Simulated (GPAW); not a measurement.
The system is C.

```
C
1.0
     2.12732   -1.22828    0.00000
     2.12732    1.22828    0.00000
    -1.37907    0.00000    3.50283
C
2
Direct
  0.16664 0.16664 0.99991
  0.83336 0.83336 0.00009
```

This is a stacking variant of graphite.

Base run:

* Program: GPAW 26.7.0
* Functional: RPBE
* Potentials or basis: the program's PAW data sets (release 1.2.1) made for this functional
* Cutoff: 800 eV
* Basis: pw
* k mesh: 13 × 13 × 8
* Occupations: fermi-dirac, width 0.05 eV
* Spin: no spin polarisation

Its results: pressure 7.6 GPa; largest force 0.005 eV/Å.

Q: The run is repeated on the same cell with these changes: functional from RPBE to revPBE. What comes out?

A: Pressure 6.6 GPa; largest force 0.005 eV/Å.

Caveats: this functional lacks dispersion, which binds the layers, so the pressure and a relaxed spacing across them are unreliable.
